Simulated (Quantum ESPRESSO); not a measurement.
Crystal: As.

```
As
1.0
     1.88080    1.08588    3.51406
    -1.88080    1.08588    3.51406
     0.00000   -2.17176    3.51406
As
2
Direct
  0.22600 0.22600 0.22600
  0.77400 0.77400 0.77400
```

Base run:

| Quantity | Value |
| --- | --- |
| Program | Quantum ESPRESSO 7.5 |
| Functional | PBE |
| Potentials or basis | PseudoDojo 0.4.1 SR PBE standard |
| Cutoff | 1143 eV |
| Density cutoff | 4572 eV |
| k mesh | 9 × 9 × 9 |
| Occupations | fermi-dirac, width 0.05 eV |
| Spin | no spin polarisation |

Its results: band gap on the k mesh none (metal or under the smearing width); pressure 3.8 GPa; largest force 0.439 eV/Å.

Task: The run is repeated on the same cell with these changes: functional from PBE to PBEsol; potentials or basis from PseudoDojo 0.4.1 SR PBE standard to PseudoDojo 0.4.1 SR PBEsol standard. What comes out?

Result: Band gap on the k mesh none (metal or under the smearing width); pressure 0.3 GPa; largest force 0.375 eV/Å.

Not every run made on this cell is shown here.
